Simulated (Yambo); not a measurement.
# TiSi (Cmmm) in Yambo: notebook

The runs below take TiSi through optical spectrum, with PBEsol.

All numbers are computed with Yambo 5.3.0; they aren't measurements. Logs are shortened: lines on timing, memory, paths and dates and some standing lists are left out, and cuts for length are marked.

## Step 1: The structure

The structure is orthorhombic, space group Cmmm (No. 65). Conventional cell: a = 3.632 Å, b = 4.235 Å, c = 3.804 Å, α = 90.00°, β = 90.00°, γ = 90.00°. Ti (site symmetry mmm) has 8 Si at 2.63 to 2.85 Å and 4 Ti at 2.79 Å as nearest neighbours. Si (site symmetry mmm) has 8 Ti at 2.63 to 2.85 Å and 4 Si at 2.79 Å as nearest neighbours.

The cell comes from a database or a generator and needn't be the stable form of this composition.

## Step 2: Optical spectrum, PBEsol

Contents of optics0.in:

```
optics
chi
Chimod= "IP"
% BndsRnXd
 1 | 33 |
%
% LongDrXd
 1 | 0 | 0 |
%
% QpntsRXd
 1 | 1 |
%
% EnRngeXd
 0 | 20 | eV
%
% DmRngeXd
 0.1 | 0.1 | eV
%
ETStpsXd= 200
```

Contents of scf.in:

```
&CONTROL
  calculation = 'scf'
  prefix = 'pwscf'
  outdir = './tmp'
  pseudo_dir = './pseudo'
/
&SYSTEM
  ibrav = 0
  nat = 2
  ntyp = 2
  ecutwfc = 84
  nbnd = 14
  occupations = 'smearing'
  smearing = 'fd'
  degauss = 0.00367493
  force_symmorphic = .true.
/
&ELECTRONS
  conv_thr = 4d-10
  electron_maxstep = 120
  mixing_beta = 0.5
/
ATOMIC_SPECIES
Ti    47.8670 Ti.upf
Si    28.0850 Si.upf
CELL_PARAMETERS angstrom
   1.8161780000   -2.1176240000    0.0000000000
   1.8161780000    2.1176240000    0.0000000000
   0.0000000000    0.0000000000    3.8039340000
ATOMIC_POSITIONS crystal
Ti     0.5000000000    0.5000000000    0.0000000000
Si     0.0000000000    0.0000000000    0.5000000000
K_POINTS automatic
10 10 8 0 0 0
```

Contents of nscf.in:

```
&CONTROL
  calculation = 'nscf'
  prefix = 'pwscf'
  outdir = './tmp'
  pseudo_dir = './pseudo'
/
&SYSTEM
  ibrav = 0
  nat = 2
  ntyp = 2
  ecutwfc = 84
  nbnd = 38
  occupations = 'smearing'
  smearing = 'fd'
  degauss = 0.00367493
  force_symmorphic = .true.
/
&ELECTRONS
  conv_thr = 1d-08
  diago_full_acc = .true.
  diago_thr_init = 1d-06
/
ATOMIC_SPECIES
Ti    47.8670 Ti.upf
Si    28.0850 Si.upf
CELL_PARAMETERS angstrom
   1.8161780000   -2.1176240000    0.0000000000
   1.8161780000    2.1176240000    0.0000000000
   0.0000000000    0.0000000000    3.8039340000
ATOMIC_POSITIONS crystal
Ti     0.5000000000    0.5000000000    0.0000000000
Si     0.0000000000    0.0000000000    0.5000000000
K_POINTS automatic
10 10 8 0 0 0
```

Potentials or basis: PseudoDojo 0.4.1 SR PBEsol standard.

Command:

```
$ OMP_NUM_THREADS=1 pw.x -in scf.in > scf.out
$ OMP_NUM_THREADS=1 pw.x -in nscf.in > nscf.out
$ cd tmp/pwscf.save; p2y; mv SAVE ../..; cd ../..
$ OMP_NUM_THREADS=1 yambo
$ OMP_NUM_THREADS=1 yambo -F optics0.in -J optics0 -C optics0_out
```

Yambo's report:

```text
[... sections 02.01 to 02.04 as in the set-up run ...]

[... 5 lines left out ...]
  [X] Bosonic    Temperature                        :  0.258606E-1   300.100    [eV K]
  [X] Finite Temperature mode                       : yes
  [X] El. density                                   :  0.54683E+24 [cm-3]
  [X] Fermi Level                                   :  13.27820 [eV]

  [X] === Gaps and Widths ===
  [X] Conduction Band Min                           :  13.27820 [eV]
  [X] Valence Band Max                              :  13.27820 [eV]
  [X] Filled Bands                                  :   7
  [X] Metallic Bands                                :   8  10
  [X] Empty Bands                                   :   11   38

  [X] === Metallic Characters ===
  [X] N of el / N of met el                         :  16.00000   2.02699
  [X] Average metallic occ.                         :  0.168916

  [WARNING] [X] Metallic system

 [03] Transferred momenta grid and indexing
 ==========================================

 IBZ Q-points                                      :  155
 BZ  Q-points                                      :   800

 K/Q-points units:
 rlu = crystal or reduced units; cc = cartesian coordinates; iku = interal k-units

 Q [  1]        [rlu]:  0.000000  0.000000  0.000000
 Q [  2]        [rlu]:  0.000000  0.000000  0.125000
 Q [  3]        [rlu]:  0.000000  0.000000  0.250000
 Q [  4]        [rlu]:  0.000000  0.000000  0.375000
 Q [  5]        [rlu]:  0.000000  0.000000 -0.500000
 Q [  6]        [rlu]:  0.10754E-16  0.10000       0.0000
[... 42 lines left out ...]
 Q [ 49]        [rlu]:  0.100000  0.400000  0.375000
 Q [ 50]        [rlu]:  0.100000  0.400000 -0.500000

 Remaining 105 points informations can be written running with -fatlog

 [04] Dipoles
 ============

  [04.01] Setup: observables and procedures
  =========================================

  [WF-Oscillators/G space/Transverse up loader] Normalization (few states)  min/max  :  0.17541E-16   1.0000

  [WR./optics0//ndb.dipoles]------------------------------------------------------
   Brillouin Zone Q/K grids (IBZ/BZ)                :   155   800   155   800
   RL vectors                                       :   3501 [WF]
   Fragmentation                                    : yes
   Electronic Temperature                           :  300.1000 [K]
   Bosonic    Temperature                           :  300.1000 [K]
   DIP band range                                   :    1   33
   DIP band range limits                            :  10   8
   DIP e/h energy range                             : -1.000000 -1.000000 [eV]
   RL vectors in the sum                            :   3501
   [r,Vnl] included                                 : yes
   Bands ordered                                    : yes
[... 7 lines left out ...]
  [WARNING] In case H contains other non local terms, these are neglected

 [05] Optics
 ===========

 [X-CG] R(p) Tot o/o(of R):   28901  168132     100

 [WARNING] The system is a metal but Drude term not included.
```

Wall time 1.9 min (1 thread of Arm Neoverse V2, shared host); peak memory 0.29 GiB.

What came out:

```
Band gap on the k mesh, mean-field level : none (metal or under the smearing width)
```

Dielectric function (along the field direction of the input):
```csv
energy (eV),real part,imaginary part
0.30,54.17,28.76
0.80,7.27,50.76
1.31,15.56,20.84
1.81,7.81,21.88
2.31,7.88,16.77
2.81,7.76,17.89
3.32,4.10,18.45
3.82,6.85,14.31
4.32,3.59,15.35
4.82,-0.61,14.63
5.33,-2.42,14.88
5.83,-7.26,13.90
6.33,-6.77,8.70
6.83,-6.38,5.40
7.34,-5.65,4.73
7.84,-4.52,3.43
8.34,-3.47,3.13
8.84,-3.55,2.82
9.35,-3.48,2.76
9.85,-3.24,1.75
10.35,-2.57,1.52
10.85,-2.16,1.11
11.36,-1.82,0.99
11.86,-1.75,0.97
12.36,-1.53,0.85
12.86,-1.31,0.59
13.37,-0.94,0.51
13.87,-0.88,0.52
14.37,-0.71,0.39
14.87,-0.57,0.34
15.38,-0.44,0.31
15.88,-0.30,0.22
16.38,-0.13,0.23
16.88,-0.09,0.21
17.39,-0.03,0.16
17.89,0.09,0.21
18.39,0.18,0.21
18.89,0.16,0.18
19.40,0.26,0.16
20.00,0.32,0.20
```

Caveat: the intraband (Drude) term of the metal is left out; the ground state has no gap, which makes the many-body step unreliable; spectra need much finer meshes, so this one isn't converged; independent-particle spectra lack excitons.

## Step 3: Optical spectrum, PBEsol

Contents of optics1.in:

```
optics
chi
Chimod= "HARTREE"
% BndsRnXd
 1 | 33 |
%
NGsBlkXd= 3 Ry
% LongDrXd
 1 | 0 | 0 |
%
% QpntsRXd
 1 | 1 |
%
% EnRngeXd
 0 | 20 | eV
%
% DmRngeXd
 0.1 | 0.1 | eV
%
ETStpsXd= 200
```

scf.in is that of step 2.

nscf.in is that of step 2.

Potentials or basis: PseudoDojo 0.4.1 SR PBEsol standard.

Command:

```
$ OMP_NUM_THREADS=1 pw.x -in scf.in > scf.out
$ OMP_NUM_THREADS=1 pw.x -in nscf.in > nscf.out
$ cd tmp/pwscf.save; p2y; mv SAVE ../..; cd ../..
$ OMP_NUM_THREADS=1 yambo
$ OMP_NUM_THREADS=1 yambo -F optics1.in -J optics1 -C optics1_out
```

Yambo's report:

```text
[... sections 02.01 to 02.04 as in the set-up run ...]

[... 5 lines left out ...]
  [X] Bosonic    Temperature                        :  0.258606E-1   300.100    [eV K]
  [X] Finite Temperature mode                       : yes
  [X] El. density                                   :  0.54683E+24 [cm-3]
  [X] Fermi Level                                   :  13.27820 [eV]

  [X] === Gaps and Widths ===
  [X] Conduction Band Min                           :  13.27820 [eV]
  [X] Valence Band Max                              :  13.27820 [eV]
  [X] Filled Bands                                  :   7
  [X] Metallic Bands                                :   8  10
  [X] Empty Bands                                   :   11   38

  [X] === Metallic Characters ===
  [X] N of el / N of met el                         :  16.00000   2.02699
  [X] Average metallic occ.                         :  0.168916

  [WARNING] [X] Metallic system

 [03] Transferred momenta grid and indexing
 ==========================================

 IBZ Q-points                                      :  155
 BZ  Q-points                                      :   800

 K/Q-points units:
 rlu = crystal or reduced units; cc = cartesian coordinates; iku = interal k-units

 Q [  1]        [rlu]:  0.000000  0.000000  0.000000
 Q [  2]        [rlu]:  0.000000  0.000000  0.125000
 Q [  3]        [rlu]:  0.000000  0.000000  0.250000
 Q [  4]        [rlu]:  0.000000  0.000000  0.375000
 Q [  5]        [rlu]:  0.000000  0.000000 -0.500000
 Q [  6]        [rlu]:  0.10754E-16  0.10000       0.0000
[... 42 lines left out ...]
 Q [ 49]        [rlu]:  0.100000  0.400000  0.375000
 Q [ 50]        [rlu]:  0.100000  0.400000 -0.500000

 Remaining 105 points informations can be written running with -fatlog

 [04] Dipoles
 ============

  [04.01] Setup: observables and procedures
  =========================================

  [WF-Oscillators/G space/Transverse up loader] Normalization (few states)  min/max  :  0.17541E-16   1.0000

  [WR./optics1//ndb.dipoles]------------------------------------------------------
   Brillouin Zone Q/K grids (IBZ/BZ)                :   155   800   155   800
   RL vectors                                       :   3501 [WF]
   Fragmentation                                    : yes
   Electronic Temperature                           :  300.1000 [K]
   Bosonic    Temperature                           :  300.1000 [K]
   DIP band range                                   :    1   33
   DIP band range limits                            :  10   8
   DIP e/h energy range                             : -1.000000 -1.000000 [eV]
   RL vectors in the sum                            :   3501
   [r,Vnl] included                                 : yes
   Bands ordered                                    : yes
[... 7 lines left out ...]
  [WARNING] In case H contains other non local terms, these are neglected

 [05] Optics
 ===========

 [X-CG] R(p) Tot o/o(of R):   28901  168132     100

 [WARNING] The system is a metal but Drude term not included.
```

o-optics1.eps_q1_inv_rpa_dyson:

```text
# Absorption @ Q(1):   1.00000000      0.00000000      0.00000000    [q->0 direction]
#
# [ X ] Hartree size                              :  19
# [GEN] GF Energies                               : Perdew, Burke & Ernzerhof SOL(X)+Perdew, Burke & Ernzerhof SOL(C)
# [GEN] Green`s Function                          : Retarded
#
# [GEN] Gauge                                     : Length
# [GEN] [r,Vnl] included                          : yes
#
#    E[1] [eV]          Im(eps)            Re(eps)            Im(eps_o)          Re(eps_o)
#
        0.000000          -0.266775E-6        71.45410          -0.21774E-15        71.56218
        0.100503           11.98860           69.88498           12.03635           69.97418
        0.201005           19.91973           63.98780           19.97095           64.03124
        0.301508           28.74155           54.14880           28.76345           54.16657
        0.402010           22.72912           49.13490           22.73771           49.17202
        0.502513           25.52126           55.60581           25.53334           55.64114
[... 192 lines left out ...]
        19.89950           0.201448           0.170256           0.194978           0.316885
        20.00000           0.190754           0.172281           0.202497           0.322299
#
```

It took 2 min on 1 thread of Arm Neoverse V2, shared host; peak memory 0.88 GiB.

What came out:

* Band gap on the k mesh, mean-field level: none (metal or under the smearing width)

Dielectric function (along the field direction of the input):
```tsv
energy (eV)	real part	imaginary part
0.30	54.15	28.74
0.90	2.04	29.67
1.61	14.17	25.44
2.31	7.80	16.72
3.02	4.94	17.01
3.62	3.07	13.08
4.32	3.77	15.20
5.03	-0.06	16.16
5.73	-4.62	15.52
6.33	-7.00	8.90
7.04	-5.70	6.32
7.74	-5.29	3.65
8.44	-3.18	3.47
9.05	-3.34	2.33
9.75	-3.31	2.00
10.45	-2.57	1.40
11.16	-1.88	1.14
11.76	-1.69	1.10
12.46	-1.53	0.77
13.17	-1.18	0.52
13.87	-0.93	0.57
14.47	-0.77	0.41
15.18	-0.53	0.31
15.88	-0.37	0.26
16.58	-0.23	0.29
17.19	-0.12	0.25
17.89	0.03	0.27
18.59	0.06	0.26
19.30	0.12	0.22
20.00	0.17	0.19
```

Caveat: the intraband (Drude) term of the metal is left out; the ground state has no gap, which makes the many-body step unreliable; spectra need much finer meshes, so this one isn't converged; these spectra lack excitons.

## Step 4: Optical spectrum, PBEsol

Contents of optics2.in:

```
optics
chi
tddft
Chimod= "ALDA"
% BndsRnXd
 1 | 33 |
%
NGsBlkXd= 3 Ry
% LongDrXd
 1 | 0 | 0 |
%
% QpntsRXd
 1 | 1 |
%
% EnRngeXd
 0 | 20 | eV
%
% DmRngeXd
 0.1 | 0.1 | eV
%
ETStpsXd= 200
FxcGRLc= 3 Ry
VXCRLvcs= 3 Ry
```

scf.in is that of step 3.

nscf.in is that of step 3.

Potentials or basis: PseudoDojo 0.4.1 SR PBEsol standard.

Command:

```
$ OMP_NUM_THREADS=1 pw.x -in scf.in > scf.out
$ OMP_NUM_THREADS=1 pw.x -in nscf.in > nscf.out
$ cd tmp/pwscf.save; p2y; mv SAVE ../..; cd ../..
$ OMP_NUM_THREADS=1 yambo
$ OMP_NUM_THREADS=1 yambo -F optics2.in -J optics2 -C optics2_out
```

Yambo's report:

```text
[... sections 02.01 to 02.04 as in the set-up run ...]

[... 5 lines left out ...]
  [X] Bosonic    Temperature                        :  0.258606E-1   300.100    [eV K]
  [X] Finite Temperature mode                       : yes
  [X] El. density                                   :  0.54683E+24 [cm-3]
  [X] Fermi Level                                   :  13.27820 [eV]

  [X] === Gaps and Widths ===
  [X] Conduction Band Min                           :  13.27820 [eV]
  [X] Valence Band Max                              :  13.27820 [eV]
  [X] Filled Bands                                  :   7
  [X] Metallic Bands                                :   8  10
  [X] Empty Bands                                   :   11   38

  [X] === Metallic Characters ===
  [X] N of el / N of met el                         :  16.00000   2.02699
  [X] Average metallic occ.                         :  0.168916

  [WARNING] [X] Metallic system

 [03] Transferred momenta grid and indexing
 ==========================================

 IBZ Q-points                                      :  155
 BZ  Q-points                                      :   800

 K/Q-points units:
 rlu = crystal or reduced units; cc = cartesian coordinates; iku = interal k-units

 Q [  1]        [rlu]:  0.000000  0.000000  0.000000
 Q [  2]        [rlu]:  0.000000  0.000000  0.125000
 Q [  3]        [rlu]:  0.000000  0.000000  0.250000
 Q [  4]        [rlu]:  0.000000  0.000000  0.375000
 Q [  5]        [rlu]:  0.000000  0.000000 -0.500000
 Q [  6]        [rlu]:  0.10754E-16  0.10000       0.0000
[... 42 lines left out ...]
 Q [ 49]        [rlu]:  0.100000  0.400000  0.375000
 Q [ 50]        [rlu]:  0.100000  0.400000 -0.500000

 Remaining 105 points informations can be written running with -fatlog

 [04] Dipoles
 ============

  [04.01] Setup: observables and procedures
  =========================================

  [WF-Oscillators/G space/Transverse up loader] Normalization (few states)  min/max  :  0.17541E-16   1.0000

  [WR./optics2//ndb.dipoles]------------------------------------------------------
   Brillouin Zone Q/K grids (IBZ/BZ)                :   155   800   155   800
   RL vectors                                       :   3501 [WF]
   Fragmentation                                    : yes
   Electronic Temperature                           :  300.1000 [K]
   Bosonic    Temperature                           :  300.1000 [K]
   DIP band range                                   :    1   33
   DIP band range limits                            :  10   8
   DIP e/h energy range                             : -1.000000 -1.000000 [eV]
   RL vectors in the sum                            :   3501
   [r,Vnl] included                                 : yes
   Bands ordered                                    : yes
[... 7 lines left out ...]
  [WARNING] In case H contains other non local terms, these are neglected

 [05] Optics
 ===========

 [xc] Functional : Perdew, Burke & Ernzerhof SOL(X)+Perdew, Burke & Ernzerhof SOL(C)
 [xc] LIBXC used to calculate xc functional
  PP Number of Atomic Species                      :  2
  NLCC RL compoments                               :  20519
 [X-CG] R(p) Tot o/o(of R):   28901  168132     100

 [WARNING] The system is a metal but Drude term not included.
```

It took 2 min on 1 thread of Arm Neoverse V2, shared host; peak memory 0.88 GiB.

What came out:

* Band gap on the k mesh, mean-field level: none (metal or under the smearing width)

Dielectric function (along the field direction of the input):
```csv
energy (eV),real part,imaginary part
0.30,54.15,28.74
1.31,15.61,20.85
2.31,7.81,16.73
3.32,4.22,18.47
4.42,3.97,17.00
5.43,-2.94,15.24
6.43,-6.08,8.66
7.54,-4.94,4.70
8.54,-3.75,3.85
9.55,-3.52,2.58
10.65,-2.39,1.25
11.66,-1.68,1.05
12.66,-1.34,0.74
13.77,-0.86,0.58
14.77,-0.66,0.37
15.78,-0.39,0.25
16.88,-0.14,0.23
17.89,0.03,0.26
18.89,0.07,0.24
20.00,0.21,0.18
```

Caveat: the LDA kernel is used on GGA states, which is inconsistent by a few percent; the intraband (Drude) term of the metal is left out; the ground state has no gap, which makes the many-body step unreliable; spectra need much finer meshes, so this one isn't converged; these spectra lack excitons.

(Continued in part 2 of 2.)
